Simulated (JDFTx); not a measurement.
The system is Al.

```
Al
1.0
     0.00000    2.02481    2.02481
     2.02481    0.00000    2.02481
     2.02481    2.02481    0.00000
Al
1
Direct
  0.00000 0.00000 0.00000
```

- Program: JDFTx 1.7.0 (patched build)
- Task: relaxation of cell and atoms
- Functional: PBEsol
- Potentials or basis: SG15-PBE-1.2 with smoothed tails
- Cutoff: 1088 eV
- Density cutoff: 4354 eV
- k mesh: 7 × 7 × 7
- Occupations: fermi-dirac, width 0.05 eV
- Spin: no spin polarisation

At the start: pressure -2.2 GPa; volume 16.60 Å³/atom.

Q: Where does the relaxation end?

A: Over 5 steps the energy falls by 3.2 meV/atom and the volume is 16.14 Å³/atom (-2.8 %); space group Fm-3m (No. 225, to 0.05 Å).

Step by step:
```tsv
step	energy change (eV)	largest force (eV/Å)	pressure (GPa)	volume (Å³)
1	0.0000	0.0000	-2.17	16.60
2	-0.0007	0.0000	-1.93	16.55
3	-0.0032	0.0000	-0.12	16.16
4	-0.0032	0.0000	-0.01	16.14
5	-0.0032	0.0000	0.00	16.14
```

Final structure:
```cif
data_structure
_symmetry_space_group_name_H-M 'P 1'
_symmetry_Int_Tables_number 1
_cell_length_a 2.8366
_cell_length_b 2.8366
_cell_length_c 2.8366
_cell_angle_alpha 60.000
_cell_angle_beta 60.000
_cell_angle_gamma 60.000
_cell_volume 16.14
loop_
_atom_site_label
_atom_site_type_symbol
_atom_site_fract_x
_atom_site_fract_y
_atom_site_fract_z
_atom_site_occupancy
Al1 Al 0.00000 0.00000 0.00000 1
```

Caveat: the k mesh is coarse (spacing up to 0.38 Å⁻¹), so the values aren't converged; the potentials were made for another functional, which shifts forces and pressure.
